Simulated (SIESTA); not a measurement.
The system is SiC (Moissanite).

```
Si C
1.0
     3.07600    0.00000    0.00000
    -1.53800    2.66389    0.00000
     0.00000    0.00000    5.04800
Si C
2 2
Direct
  0.66667 0.33333 0.50000
  0.33333 0.66667 0.00000
  0.66667 0.33333 0.88500
  0.33333 0.66667 0.38500
```

Program: SIESTA 5.4.2. Alike in all runs: no spin polarisation; cell as given; smearing fermi-dirac 0.05 eV; grid cutoff 500 Ry.

**Question.** Order these runs on this cell by their pressure, lowest first.
A. level PBE; potentials or basis PseudoDojo 0.4 standard (PBE files), DZP (energy shift 0.002 Ry); k mesh 10 × 10 × 5; energy shift 0.002 Ry
B. level vdW-DF-cx; potentials or basis PseudoDojo 0.4 standard (PBE files), DZP (energy shift 0.003 Ry); k mesh 10 × 10 × 5; energy shift 0.003 Ry
C. level PBE; potentials or basis PseudoDojo 0.4 standard (PBE files), SZ (energy shift 0.002 Ry); k mesh 10 × 10 × 5; energy shift 0.002 Ry
D. level PBEGcGxLO; potentials or basis PseudoDojo 0.4 standard (PBE files), DZP (energy shift 0.002 Ry); k mesh 10 × 10 × 5; energy shift 0.002 Ry
E. level LDA; potentials or basis PseudoDojo 0.4 standard (LDA files), TZP (energy shift 0.002 Ry); k mesh 8 × 8 × 4; broadening (eV) 0.1 eV; window to (eV) 40 eV; polarisation polarized; direction 1.0 0.0 0.0; optical mesh offset true; energy shift 0.002 Ry

**Answer.** E (-1.9 GPa), D (3.3 GPa), B (5.5 GPa), A (7.0 GPa), C (27.2 GPa).

Caveats: the basis of atomic orbitals isn't converged, which shifts pressures, moduli and gaps; the potentials were made for another functional, which shifts forces and pressure (some runs); the basis has no polarisation orbitals (some runs); so large a pressure means that the cell lies far from this level's equilibrium, or that cutoff or potentials fall short (some runs).

Not every run made on this cell is shown here.
